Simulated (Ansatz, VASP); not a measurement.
**CdSe: VASP beside Ansatz**

File INCAR:

```
PREC = Accurate
ENCUT = 520
EDIFF = 1E-6
ISMEAR = -1
SIGMA = 0.02
LREAL = False
LASPH = True
NELM = 100
ALGO = Normal
ISIF = 2
LWAVE = False
LCHARG = False
GGA = PE
NBANDS = 16
```

The input KPOINTS:

```
Automatic mesh
0
Gamma
  8 8 8
```

POSCAR

```
CdSe
1.0
    0.1550082785      3.1000780041      3.1000780041
    3.1000780041      0.1550082785      3.1000780041
    3.1000780041      3.1000780041      0.1550082785
Cd Se
1 1
Direct
    0.0054831568      0.0054831568      0.0054831568
    0.2445168432      0.2445168432      0.2445168432
```

Input for Ansatz:

```yaml
crystal:
  lattice:
    - [0.1550082785, 3.1000780041, 3.1000780041]
    - [3.1000780041, 0.1550082785, 3.1000780041]
    - [3.1000780041, 3.1000780041, 0.1550082785]
  atoms:
    - { symbol: Cd, position: [0.0054831568, 0.0054831568, 0.0054831568] }
    - { symbol: Se, position: [0.2445168432, 0.2445168432, 0.2445168432] }
kpoints:
  mp_grid: { grid: [8, 8, 8] }
  band_path:
    path:
      - [0.0, 0.0, 0.0]
      - [-0.5, -0.5, 0.0]
      - [-0.375, -0.375, 0.25]
      - [-0.375, 0.0, 0.375]
      - [0.0, 0.0, 0.5]
      - [-0.5, -0.25, 0.25]
    npoints: 1
hamiltonian:
  xc: pbe
scf:
  occupations: { method: fermi_dirac, width: 0.02 }
  n_extra_bands: 4
output:
  forces: true
  stress: true
  eigenvalues: true
```

Change from the starting cell: epitaxial_111 strain -4.0%.

Alike in both runs: task single point; functional PBE; k mesh 8 × 8 × 8; occupations fermi-dirac, width 0.02 eV; no spin polarisation.

|  | VASP | Ansatz |
| --- | --- | --- |
| version | VASP 6.6.1 | Ansatz 0.2.0 |
| potentials or method | VASP PAW PBE potentials, release 64 (Cd, Se) | plane waves, PAW |
| plane-wave cutoff (eV) | 520 | 420 |
| valence electrons in the cell | 18 | 36 |

```csv
,VASP,Ansatz,Ansatz less VASP
pressure (GPa),4.2,3.8,-0.36
largest component of the traceless stress (GPa),1.11,1.11,0.000
rms of the force components (eV/Å),0.004,0.001,-0.0037
```

Atom by atom the forces differ by 0.004 eV/Å (rms over components). The two sets of potentials don't hold the same shells in valence.
